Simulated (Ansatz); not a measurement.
## Na2S: levels along high-symmetry lines

```
Na S
1.0
     0.00000    3.24915    3.24915
     3.24915    0.00000    3.24915
     3.24915    3.24915    0.00000
Na S
2 1
Direct
  0.25000 0.25000 0.25000
  0.75000 0.75000 0.75000
  0.00000 0.00000 0.00000
```

Atoms are numbered in the order listed.

The cell is the one relaxed in the Materials Project (mp-648), not relaxed further here; entries there can be hypothetical.

Computed with Ansatz 0.2.0, DFT, LDA, all-electron LAPW, scalar-relativistic.

The runs use a Γ-centred 6×6×6 k mesh, Fermi–Dirac smearing of 0.01 eV, basis error target 1 meV/atom, no spin polarisation.

Points in fractions of the reciprocal vectors of this cell: Γ (0, 0, 0), X (0.5, 0, 0.5), U (0.625, 0.25, 0.625), K (0.375, 0.375, 0.75), L (0.5, 0.5, 0.5), W (0.5, 0.25, 0.75). The path joins them by straight lines in the order Γ–X–U–K–Γ–L–W–X; legs that retrace an earlier one aren't tabulated. Energies are in eV from the top of the valence band.

(1) Is there a gap, and where are the band edges?

(2) List the levels between -14 and 6.5 eV at the symmetry points.

## Answers

(1) 2.31 eV, direct at Γ.

(2) 
Γ: -10.14, 0.00 (×3), 2.31
X: -9.79, -1.56, -0.48 (×2), 3.65, 5.83
U: -9.79, -1.30, -0.99, -0.37, 4.37, 6.28
K: -9.79, -1.30, -0.99, -0.37, 4.37, 6.28
L: -9.87, -1.74, -0.14 (×2), 4.62, 6.35
W: -9.79, -1.08 (×2), -0.62, 4.66
